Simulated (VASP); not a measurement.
# AlAs (F-43m) in VASP: notebook

The runs below take AlAs through relaxation of cell and atoms, with PBEsol, PBE.

Everything below comes from runs of VASP 6.6.1. Logs are shortened: lines on timing, memory, paths and dates and some standing lists are left out, and cuts for length are marked.

## (1) Starting point

Symmetry: F-43m, No. 216, cubic system. Conventional cell: a = 5.682 Å, b = 5.682 Å, c = 5.682 Å, α = 90.00°, β = 90.00°, γ = 90.00°. Al (site symmetry -43m) has 4 As at 2.46 Å as nearest neighbours. As (site symmetry -43m) has 4 Al at 2.46 Å as nearest neighbours.

## (2) Relaxation of cell and atoms, PBEsol

Input file INCAR:

```
SYSTEM = AlAs
ALGO = Normal
EDIFF = 1E-7
EDIFFG = -0.005
ENCUT = 600
GGA = PS
IBRION = 2
ISIF = 3
ISMEAR = 0
KPAR = 4
LASPH = .TRUE.
LCHARG = .FALSE.
LREAL = .FALSE.
LWAVE = .FALSE.
NELM = 80
NSW = 90
PREC = Accurate
SIGMA = 0.03
```

Input file KPOINTS:

```
k-points
0
G
  8 8 8
  0 0 0
```

Input file POSCAR:

```
AlAs                                    
1.0
    0.0000000000      2.8408844733      2.8408844733
    2.8408844733      0.0000000000      2.8408844733
    2.8408844733      2.8408844733      0.0000000000
  Al              As            
     1     1
Direct
     0.0000000000000000    0.0000000000000000    0.0000000000000000
     0.2500000000000000    0.2500000000000000    0.2500000000000000
```

Potentials or basis: VASP PAW PBE potentials, release 64 (Al, As).

Command:

```
cat potpaw_PBE.64/Al/POTCAR potpaw_PBE.64/As/POTCAR > POTCAR
mpirun -np 4 vasp_std > vasp.out
```

OUTCAR:

```text
SYSTEM = AlAs
   EDIFF = 1E-7
   EDIFFG = -0.005
   ENCUT = 600
   GGA = PS
   IBRION = 2
   ISIF = 3
   ISMEAR = 0
   LASPH = .TRUE.
   LREAL = .FALSE.
   NELM = 80
   NSW = 90
   PREC = Accurate

 ion  position               nearest neighbor table
   1  0.000  0.000  0.000-   2 2.46   2 2.46   2 2.46   2 2.46
   2  0.250  0.250  0.250-   1 2.46   1 2.46   1 2.46   1 2.46

  LATTYP: Found a face centered cubic cell.
 ALAT       =     5.6817689466

  Lattice vectors:

 A1 = (   0.0000000000,   2.8408844733,   2.8408844733)
 A2 = (   2.8408844733,   0.0000000000,   2.8408844733)
 A3 = (   2.8408844733,   2.8408844733,   0.0000000000)

Analysis of symmetry for initial positions (statically):
=====================================================================
 Subroutine PRICEL returns:
 Original cell was already a primitive cell.

 Routine SETGRP: Setting up the symmetry group for a
 face centered cubic supercell.

 Subroutine GETGRP returns: Found 24 space group operations
 (whereof 24 operations were pure point group operations)
 out of a pool of 48 trial point group operations.

The static configuration has the point symmetry T_d .

Analysis of symmetry for dynamics (positions and initial velocities):
=====================================================================
 Subroutine PRICEL returns:
 Original cell was already a primitive cell.

 Routine SETGRP: Setting up the symmetry group for a
 face centered cubic supercell.

 Subroutine GETGRP returns: Found 24 space group operations
 (whereof 24 operations were pure point group operations)
 out of a pool of 48 trial point group operations.

The dynamic configuration has the point symmetry T_d .

 Subroutine INISYM returns: Found 24 space group operations
 (whereof 24 operations are pure point group operations),
 and found     1 'primitive' translations

----------------------------------------------------------------------------------------

                                     Primitive cell

  volume of cell :      45.8554

  direct lattice vectors                    reciprocal lattice vectors
     0.000000000  2.840884473  2.840884473    -0.176001525  0.176001525  0.176001525
     2.840884473  0.000000000  2.840884473     0.176001525 -0.176001525  0.176001525
     2.840884473  2.840884473  0.000000000     0.176001525  0.176001525 -0.176001525

  length of vectors
     4.017617351  4.017617351  4.017617351     0.304843584  0.304843584  0.304843584

  position of ions in fractional coordinates (direct lattice)
     0.000000000  0.000000000  0.000000000
     0.250000000  0.250000000  0.250000000

  ion indices of the primitive-cell ions
   primitive index   ion index
                 1           1
                 2           2

----------------------------------------------------------------------------------------

 KPOINTS: k-points

Automatic generation of k-mesh.
 Grid dimensions read from file:
 generate k-points for:    8    8    8

 Generating k-lattice:

  Cartesian coordinates                     Fractional coordinates (reciprocal lattice)
    -0.022000191  0.022000191  0.022000191     0.125000000  0.000000000  0.000000000
     0.022000191 -0.022000191  0.022000191     0.000000000  0.125000000  0.000000000
     0.022000191  0.022000191 -0.022000191     0.000000000  0.000000000  0.125000000

  Length of vectors
     0.038105448  0.038105448  0.038105448

  Shift w.r.t. Gamma in fractional coordinates (k-lattice)
     0.000000000  0.000000000  0.000000000

 Subroutine IBZKPT returns following result:
 ===========================================

 Found     29 irreducible k-points:

 Following reciprocal coordinates:
            Coordinates               Weight
  0.000000  0.000000  0.000000      1.000000
  0.125000  0.000000  0.000000      8.000000
  0.250000  0.000000  0.000000      8.000000
  0.375000  0.000000  0.000000      8.000000
  0.500000  0.000000  0.000000      4.000000
  0.125000  0.125000  0.000000      6.000000
[... 16 lines left out ...]
  0.500000  0.250000  0.125000     48.000000
 -0.375000  0.250000  0.125000     24.000000
 [... further k-points ...]
   k-points           NKPTS =     29   k-points in BZ     NKDIM =     29   number of bands    NBANDS=      8
   number of dos      NEDOS =    301   number of ions     NIONS =      2
   total plane-waves  NPLWV =  32768
   dimension x,y,z NGX =    32 NGY =   32 NGZ =   32
   dimension x,y,z NGXF=    64 NGYF=   64 NGZF=   64
   ions per type =               1   1
   NGX,Y,Z   is equivalent  to a cutoff of  13.24, 13.24, 13.24 a.u.
   NGXF,Y,Z  is equivalent  to a cutoff of  26.48, 26.48, 26.48 a.u.
 SYSTEM =  AlAs
   PREC   = accura    normal or accurate (medium, high low for compatibility)
   ISTART =      0    job   : 0-new  1-cont  2-samecut
   ICHARG =      2    charge: 1-file 2-atom 10-const
   ISPIN  =      1    spin polarized calculation?
   LNONCOLLINEAR =      F non collinear calculations
   LSORBIT =      F    spin-orbit coupling
   LASPH  =      T    aspherical Exc in radial PAW
   ENCUT  =  600.0 eV  44.10 Ry    6.64 a.u.   8.02  8.02  8.02*2*pi/ulx,y,z
   NELM   =     80;   NELMIN=  2; NELMDL= -5     # of ELM steps
   EDIFF  = 0.1E-06   stopping-criterion for ELM
   LREAL  =      F    real-space projection
   EDIFFG = -.5E-02   stopping-criterion for IOM
   NSW    =     90    number of steps for IOM
   IBRION =      2    ionic relax: 0-MD 1-quasi-New 2-CG
   NFREE  =      1    steps in history (QN), initial steepest desc. (CG)
   ISIF   =      3    stress and relaxation
   ISYM   =      2    0-nonsym 1-usesym 2-fastsym
   POTIM  = 0.5000    time-step for ionic-motion
   TEBEG  =    0.0;   TEEND  =   0.0 temperature during run
   PSTRESS=    0.0 pullay stress
   NELECT =       8.0000    total number of electrons
   NUPDOWN=      -1.0000    fix difference up-down
   EMIN   =  10.00;   EMAX   =-10.00  energy-range for DOS
   EFERMI =   0.00;   METHOD = LEGACY
   ISMEAR =     0;   SIGMA  =   0.03  broadening in eV -4-tet -1-fermi 0-gaus
   EFERMI_NEDOS =   21; number of points for ismear=-14 and -15
   IALGO  =     38    algorithm
   IMIX   =      4    mixing-type and parameters
     AMIX     =   0.40;   BMIX     =  1.00
     AMIX_MAG =   1.60;   BMIX_MAG =  1.00
  volume/ion in A,a.u.               =      22.93       154.72
  Fermi-wavevector in a.u.,A,eV,Ry     =   0.914762  1.728649 11.385202  0.836789
  Thomas-Fermi vector in A             =   2.039426
   LORBIT       =      0    0 simple, 1 ext, 2 COOP (PROOUT), +10 PAW based schemes
   GGA     = PS    functional components
   LHFCALC =     F    Hartree Fock is set to
   AEXX    =    0.0000 exact exchange contribution
   IVDW    =     0    specifies the selected vdW correction
   LEPSILON=     F    determine dielectric tensor
   LRPA    =     F    only Hartree local field effects (RPA)
 conjugate gradient relaxation of ions
 non-spin polarized calculation
 Gauss-broadening in eV      SIGMA  =   0.03
  energy-cutoff  :      600.00
  volume of cell :       45.86
 maximum number of plane-waves:      1543
   NGX = 17   NGY = 17   NGZ = 17

 number of electron       8.0000001 magnetization

 Free energy of the ion-electron system (eV)
  ---------------------------------------------------
  ext. energy  EPLUGINS =         0.00000000
  ---------------------------------------------------
  free energy    TOTEN  =       -10.06494903 eV

  energy without entropy =      -10.06494903  energy(sigma->0) =      -10.06494903

 E-fermi :   3.8682     XC(G=0):  -9.1529

 val. band max:        3.7083619083   @ k =   0.0000   0.0000   0.0000
 cond. band min:       5.0464248150   @ k =   0.5000   0.5000   0.0000
 fundamental gap:      1.3380629067
 Fermi energy:         3.8681568577

 k-point     1 :       0.0000    0.0000    0.0000
  band No.  band energies     occupation
      1      -8.1168      2.00000
      2       3.7084      2.00000
      3       3.7084      2.00000
      4       3.7084      2.00000
      5       5.6018      0.00000
      6       7.9525      0.00000
      7       7.9525      0.00000
      8       7.9525      0.00000

 k-point     2 :       0.1250    0.0000    0.0000
  band No.  band energies     occupation
      1      -7.9655      2.00000
      2       2.2654      2.00000
      3       3.5484      2.00000
      4       3.5484      2.00000
      5       6.3800      0.00000
      6       8.2321      0.00000
      7       8.2321      0.00000
      8       8.3251      0.00000

 k-point     3 :       0.2500    0.0000    0.0000
  band No.  band energies     occupation
      1      -7.5460      2.00000
      2       0.3183      2.00000
      3       3.2332      2.00000
      4       3.2332      2.00000
      5       6.2203      0.00000
      6       8.5677      0.00000
      7       8.5677      0.00000
      8      10.0230      0.00000

 k-point     4 :       0.3750    0.0000    0.0000
  band No.  band energies     occupation
      1      -7.0040      2.00000
      2      -1.2164      2.00000
      3       2.9816      2.00000
      4       2.9816      2.00000
      5       5.8778      0.00000
      6       8.4490      0.00000
      7       8.4490      0.00000
      8      11.2403      0.00000

 k-point     5 :       0.5000    0.0000    0.0000
  band No.  band energies     occupation
      1      -6.7150      2.00000
      2      -1.8454      2.00000
      3       2.8903      2.00000
      4       2.8903      2.00000
      5       5.7483      0.00000
      6       8.3316      0.00000
      7       8.3316      0.00000
      8      11.2651      0.00000
[... 177 lines left out ...]
 k-point    22 :       0.3750    0.2500    0.1250
  band No.  band energies     occupation
      1      -7.1953      2.00000
      2      -0.0563      2.00000
      3       1.7579      2.00000
      4       2.7362      2.00000
      5       7.2268      0.00000
      6       7.8873      0.00000
      7       8.9224      0.00000
      8      10.1617      0.00000

 k-point    23 :       0.5000    0.2500    0.1250
  band No.  band energies     occupation
      1      -6.7081      2.00000
      2      -1.0585      2.00000
      3       1.1712      2.00000
      4       2.3550      2.00000
      5       7.3044      0.00000
      6       8.0791      0.00000
      7       9.4021      0.00000
      8      10.4919      0.00000

 k-point    24 :      -0.3750    0.2500    0.1250
  band No.  band energies     occupation
      1      -6.4568      2.00000
      2      -1.5329      2.00000
      3       1.0196      2.00000
      4       2.1723      2.00000
      5       7.2938      0.00000
      6       7.8606      0.00000
      7      10.3076      0.00000
      8      11.2383      0.00000

 [... further k-points ...]
[... 5 lines left out ...]
  --------------------------------------------------------------------------------------
  -------------------------------------------------------------------------------------
  Total        0.0003260      0.0003260      0.0003260      0.0000000      0.0000000     -0.0000000
  in kB        0.0113907      0.0113907      0.0113907      0.0000000      0.0000000     -0.0000000
  external PRESSURE =       0.0113907 kB  Pullay stress =       0.0000000 kB

 VOLUME and BASIS-vectors are now :
 -----------------------------------------------------------------------------
  energy-cutoff  :      600.00
  volume of cell :       45.86
      direct lattice vectors                 reciprocal lattice vectors
     0.000000000  2.840884473  2.840884473    -0.176001525  0.176001525  0.176001525
     2.840884473  0.000000000  2.840884473     0.176001525 -0.176001525  0.176001525
     2.840884473  2.840884473  0.000000000     0.176001525  0.176001525 -0.176001525

 POSITION                                       TOTAL-FORCE (eV/Angst)
 -----------------------------------------------------------------------------------
      0.00000      0.00000      0.00000         0.000000     -0.000000      0.000000
      1.42044      1.42044      1.42044        -0.000000      0.000000     -0.000000
 -----------------------------------------------------------------------------------
    total drift:                                0.000000      0.000000      0.000000

  FREE ENERGIE OF THE ION-ELECTRON SYSTEM (eV)
  ---------------------------------------------------
  free  energy   TOTEN  =       -10.0649490296 eV

  energy  without entropy=      -10.0649490296  energy(sigma->0) =      -10.06494903

 reached required accuracy - stopping structural energy minimisation
```

It took 9.2 s on 4 MPI ranks of Intel Xeon Platinum 8259CL at 2.50GHz (Skylake/Cascade Lake), shared host; peak memory 0.17 GiB.

What came out:

```yaml
Free_energy: -10.0649 eV
Pressure_after_relaxing: 0.0 GPa
Band_gap_on_the_k_mesh: 1.34 eV, indirect (least direct gap 1.89 eV)
```

Final structure:
```xyz
2
Lattice="0.0000 2.8409 2.8409 2.8409 0.0000 2.8409 2.8409 2.8409 0.0000" Properties=species:S:1:pos:R:3 pbc="T T T"
Al    0.0000    0.0000    0.0000
As    1.4204    1.4204    1.4204
```

Levels at points of the mesh, in eV from the valence-band top:
```
           k point  band 2  band 3  band 4  band 5  band 6  band 7
(0.00, 0.00, 0.00)    0.00    0.00    0.00    1.89    4.24    4.24
(0.50, 0.00, 0.00)   -5.55   -0.82   -0.82    2.04    4.62    4.62
(0.50, 0.50, 0.00)   -5.40   -2.16   -2.16    1.34    2.22   10.20
```

Caveat: the relaxation stopped at its first step, so nothing moved; the PAW data sets were made with another functional, which shifts forces and pressure a little.

## (3) Relaxation of cell and atoms, PBE

This run uses another cell than the first one, of 22.67 Å³/atom, 0.989 times its volume.

Input file INCAR:

```
SYSTEM = AlAs
PREC = Accurate
ENCUT = 600
EDIFF = 1E-6
ISMEAR = 0
SIGMA = 0.03
LREAL = .FALSE.
LASPH = .TRUE.
NELM = 80
ALGO = Normal
ISIF = 3
LWAVE = .FALSE.
LCHARG = .FALSE.
GGA = PE
IBRION = 2
NSW = 90
EDIFFG = -0.01
```

Input file KPOINTS:

```
Automatic mesh
0
G
  8 8 8
  0 0 0
```

Input file POSCAR:

```
AlAs
1.0
    0.0000000000      2.8304000000      2.8304000000
    2.8304000000      0.0000000000      2.8304000000
    2.8304000000      2.8304000000      0.0000000000
Al As
1 1
Direct
    0.0000000000      0.0000000000      0.0000000000
    0.2500000000      0.2500000000      0.2500000000
```

Potentials or basis: VASP PAW PBE potentials, release 64 (Al, As).

Command:

```
cat potpaw_PBE.64/Al/POTCAR potpaw_PBE.64/As/POTCAR > POTCAR
mpirun -np 1 vasp_std > vasp.out
```

Run time: 20 s. Hardware: 1 thread of Intel Xeon Platinum 8488C (Sapphire Rapids), shared host; peak memory 0.19 GiB.

The run converged. Its results:

- Free energy: -9.3881 eV
- Relaxed volume: 23.55 Å³/atom
- Relaxed cell: a = 4.054 Å, b = 4.054 Å, c = 4.054 Å, α = 60.00°, β = 60.00°, γ = 60.00°
- Space group after relaxing (to 0.05 Å): F-43m (No. 216)
- Energy gained by relaxing: 7.3 meV/atom
- Ionic steps: 3
- Pressure after relaxing: 0.0 GPa
- Band gap on the k mesh: 1.50 eV, indirect (least direct gap 1.76 eV)

The path:
| step | energy change (eV) | largest force (eV/Å) | pressure (GPa) | volume (Å³) |
| --- | --- | --- | --- | --- |
| 1 | 0.0000 | 0.0000 | 2.78 | 45.35 |
| 2 | -0.0113 | 0.0000 | -1.19 | 47.98 |
| 3 | -0.0146 | 0.0000 | 0.01 | 47.10 |

Final structure:
```cif
data_structure
_symmetry_space_group_name_H-M 'P 1'
_symmetry_Int_Tables_number 1
_cell_length_a 4.0536
_cell_length_b 4.0536
_cell_length_c 4.0536
_cell_angle_alpha 60.000
_cell_angle_beta 60.000
_cell_angle_gamma 60.000
_cell_volume 47.10
loop_
_atom_site_label
_atom_site_type_symbol
_atom_site_fract_x
_atom_site_fract_y
_atom_site_fract_z
_atom_site_occupancy
Al1 Al 0.00000 0.00000 0.00000 1
As1 As 0.25000 0.25000 0.25000 1
```

Levels at points of the mesh, in eV from the valence-band top:
| k point | band 1 | band 2 | band 3 | band 4 | band 5 | band 6 | band 7 | band 8 |
| --- | --- | --- | --- | --- | --- | --- | --- | --- |
| (0.00, 0.00, 0.00) | -11.66 | 0.00 | 0.00 | 0.00 | 1.76 | 4.22 | 4.22 | 4.22 |
| (0.50, 0.00, 0.00) | -10.32 | -5.41 | -0.80 | -0.80 | 2.00 | 4.65 | 4.65 | 7.68 |
| (0.50, 0.50, 0.00) | -9.81 | -5.30 | -2.09 | -2.09 | 1.50 | 2.29 | 10.04 | 10.04 |

A k mesh can miss the band edges. Expect the measured gap to be larger: semilocal functionals such as PBE lack the derivative discontinuity.
